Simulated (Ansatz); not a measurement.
## Property card for SnSe2

Method: DFT PBE, scalar-relativistic, plane waves, PAW (Ansatz 0.2.0).

Cutoff 420 eV; k points 8×8×4 on the computed 3-atom cell (Γ-centred); Gaussian smearing, width 0.02 eV; no spin polarisation.

The structure is relaxed at this level of theory with its symmetry kept, and needn't be the ground state of this composition.

Space group P-1 (No. 2), triclinic, a = 3.870 Å, b = 3.870 Å, c = 7.662 Å, α = 75.9°, β = 87.8°, γ = 60.0°. Sn is surrounded by 6 Se at 2.74–2.75 Å; around Se lie 3 Sn at 2.74–2.75 Å.

| Quantity | Value |
| --- | --- |
| Volume per atom | 215.8 bohr³ |
| Formation energy from the elements' standard states (uncorrected) | -0.340 eV/atom |
| Kohn–Sham band gap | 0.66 eV |
| Orbital (Löwdin) character of the top 1 eV of the valence band | Se 4p 96 % |
| Orbital (Löwdin) character of the lowest 1 eV of the conduction band | Se 4p 61 %, Sn 5s 32 % |
| Bader charge by site (e) | Sn (1 in the cell) 1.24, Se (2 in the cell) -0.62 |

The cell holds layers, chains or molecules and no dispersion correction was added, so their binding is poorly described.

The cell was found from a structure generator's guess, not taken from experiment. Kohn–Sham gaps at this level usually fall short of measured ones. Löwdin shares on free-atom orbitals overweight diffuse shells in the empty bands.
